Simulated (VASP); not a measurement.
**ZnS (Wurtzite-6H): single point with PBE**

**The experiment to reproduce.**

A printed reference work, monograph reports, for a bulk crystal of ZnS at 4 K: band gap 3.911 eV (direct).

Crystal: ZnS (Wurtzite-6H).

```
CELL_PARAMETERS angstrom
3.81200 0.00000 0.00000
-1.90600 3.30129 0.00000
0.00000 0.00000 18.68999
ATOMIC_POSITIONS crystal
Zn 0.33333 0.66667 0.83333
Zn 0.66667 0.33333 0.33333
Zn 0.66667 0.33333 0.66667
Zn 0.33333 0.66667 0.16667
Zn 0.00000 0.00000 0.50000
Zn 0.00000 0.00000 0.00000
S 0.33333 0.66667 0.95833
S 0.66667 0.33333 0.45833
S 0.66667 0.33333 0.79167
S 0.33333 0.66667 0.29167
S 0.00000 0.00000 0.62500
S 0.00000 0.00000 0.12500
```

| Item | Value |
| --- | --- |
| Program | VASP 6.6.1 |
| Task | single point |
| Functional | PBE |
| Potentials or basis | VASP PAW PBE potentials, release 64 (Zn, S) |
| Cutoff | 520 eV |
| k mesh | 8 × 8 × 2 |
| Occupations | gaussian, width 0.014 eV |
| Spin | no spin polarisation |
| Further INCAR settings | ALGO = Fast; EDIFF = 1e-06; NBANDS = 66 |

```json
{
 "Pressure": "2.3 GPa",
 "Largest force": "0.030 eV/Å",
 "Band gap on the k mesh": "2.17 eV, direct"
}
```

Forces on the atoms (eV/Å):
```
Zn   0.000  0.000  0.001
Zn   0.000  0.000  0.001
Zn   0.000  0.000  0.015
Zn   0.000  0.000  0.015
Zn   0.000  0.000 -0.004
Zn   0.000  0.000 -0.004
S    0.000  0.000 -0.030
S    0.000  0.000 -0.030
S    0.000  0.000 -0.007
S    0.000  0.000 -0.007
S    0.000  0.000  0.024
S    0.000  0.000  0.024
```

Levels at points of the mesh, in eV from the valence-band top:
| k point | band 50 | band 51 | band 52 | band 53 | band 54 | band 55 | band 56 | band 57 | band 58 | band 59 |
| --- | --- | --- | --- | --- | --- | --- | --- | --- | --- | --- |
| (0.00, 0.00, 0.00) | -0.24 | -0.24 | -0.02 | 0.00 | 0.00 | 2.17 | 3.22 | 3.26 | 3.34 | 3.37 |
| (0.50, 0.00, 0.00) | -1.50 | -1.27 | -1.26 | -1.10 | -0.88 | 3.44 | 3.57 | 3.61 | 3.88 | 4.04 |
| (0.00, 0.00, 0.50) | -0.47 | -0.07 | -0.07 | -0.07 | -0.07 | 2.65 | 2.65 | 3.28 | 3.28 | 3.54 |
| (0.50, 0.00, 0.50) | -1.61 | -1.22 | -1.22 | -0.99 | -0.99 | 3.37 | 3.37 | 3.85 | 3.85 | 4.15 |

It took 4.9 min on 1 thread of AMD EPYC 9R45 (Zen 5) (shared host), peak memory 0.41 GiB.

Measured gap of ZnS: 3.911 eV (direct; 4 K; a printed reference work, monograph). This calculation gives 2.17 eV (-1.74 eV). The value is that of PBE on a finite k mesh, which can miss the band edges, without temperature or zero-point motion. Semilocal functionals fall short of measured gaps as a rule.

Caveat: the cell's inner coordinates are idealised or old, which leaves forces on the atoms.
